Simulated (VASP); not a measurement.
A run of VASP 6.6.1:

INCAR

```
PREC = Accurate
ENCUT = 300
EDIFF = 1E-7
ISMEAR = 1
SIGMA = 0.1
LREAL = F
LASPH = T
NELM = 80
ALGO = Normal
ISIF = 4
LWAVE = F
LCHARG = F
GGA = PE
IBRION = 2
NSW = 40
EDIFFG = -0.01
```

The input KPOINTS:

```
regular mesh
0
Gamma
  9 9 8
```

The input POSCAR:

```
Si                                      
1.0
    2.6479284758      0.0000000000      0.0000000000
   -1.3239642380      2.2931733275      0.0000000000
    0.0000000000      0.0000000000      2.5152470000
  Si            
     1
Direct
     0.0000000000000000    0.0000000000000000    0.0000000000000000
```

Potentials or basis: VASP PAW PBE potentials, release 64 (Si).

Launch:

```console
$ cat potpaw_PBE.64/Si/POTCAR > POTCAR
$ mpirun -np 1 vasp_std > vasp.out
```

Hardware: 1 thread of Intel(R) Xeon(R) Platinum 8488C (Sapphire Rapids), on a shared host.

Task: Estimate the wall time of this run.

Result: Run time: 5.1 s on 1 thread of Intel(R) Xeon(R) Platinum 8488C (Sapphire Rapids), on a shared host, peak memory 0.1 GiB. Counts: scf iterations 19, k points 60, ion steps 3.
